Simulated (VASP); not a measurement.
VASP 6.6.1 run: SnO2

INCAR

```
EDIFF = 1E-7
IBRION = -1
GGA = PE
LREAL = .FALSE.
LASPH = .TRUE.
ISMEAR = 2
ENCUT = 520
LCHARG = .FALSE.
PREC = Accurate
LWAVE = .FALSE.
NSW = 0
ISIF = 2
NELM = 54
SIGMA = 0.1
NBANDS = 20
```

KPOINTS

```
KPOINTS created by Atomic Simulation Environment
0
Gamma
2 2 2
0 0 0
```

POSCAR

```
Sn O
 1.0000000000000000
     0.0000000000000000    2.5423341048000001    2.5334669704000001
     2.5423341048000001    0.0000000000000000    2.5334669704000001
     2.5423341048000001    2.5423341048000001    0.0000000000000000
 Sn  O
   1   2
Cartesian
  0.0000000000000000  0.0000000000000000  0.0000000000000000
  1.2711670523999998  1.2711670523999998  1.2667334851999998
  3.8135011571999997  3.8135011571999997  3.8002004555999997
```

The recommended PBE PAW datasets give the neutral cell 26 valence electrons.

Command

```
mpirun -np 1 vasp_std
```

Problem. Predict the outcome of this run.

Solution. It converged. Results: gap between bands v and c on the k mesh 0.22 eV; least direct gap on the k mesh 1.49 eV; pressure 5.8 GPa. Band v is the last that the valence electrons fill when counted band by band, and c is the next.

OSZICAR

```
N       E                     dE             d eps       ncg     rms          rms(c)
DAV:   1     0.253886111985E+03    0.25389E+03   -0.13494E+04   164   0.202E+03
DAV:   2     0.566858754973E+01   -0.24822E+03   -0.23448E+03   184   0.515E+02
DAV:   3    -0.201552694782E+02   -0.25824E+02   -0.25573E+02   180   0.138E+02
DAV:   4    -0.208693351187E+02   -0.71407E+00   -0.71316E+00   180   0.236E+01
DAV:   5    -0.208854728423E+02   -0.16138E-01   -0.16137E-01   180   0.377E+00    0.112E+01
DAV:   6    -0.174949276642E+02    0.33905E+01   -0.10276E+01   208   0.462E+01    0.420E+00
DAV:   7    -0.175108755806E+02   -0.15948E-01   -0.58236E-01   160   0.570E+00    0.199E+00
DAV:   8    -0.174957067444E+02    0.15169E-01   -0.49036E-02   168   0.224E+00    0.413E-01
DAV:   9    -0.174954102108E+02    0.29653E-03   -0.65111E-03   216   0.118E+00    0.881E-02
DAV:  10    -0.174960139180E+02   -0.60371E-03   -0.12562E-03   164   0.265E-01    0.308E-02
DAV:  11    -0.174960105449E+02    0.33731E-05   -0.38384E-05   204   0.530E-02    0.151E-02
DAV:  12    -0.174960121201E+02   -0.15753E-05   -0.51911E-06   164   0.179E-02    0.212E-03
DAV:  13    -0.174960122002E+02   -0.80041E-07   -0.50430E-07   180   0.509E-03
   1 F= -.17496012E+02 E0= -.17497137E+02  d E =0.449891E-02
```

These settings aren't sound, so the numbers aren't properties of the crystal.

On sound settings PBE gives a gap of 0.20 eV on its mesh and a pressure of 8.4 GPa for the intended cell.
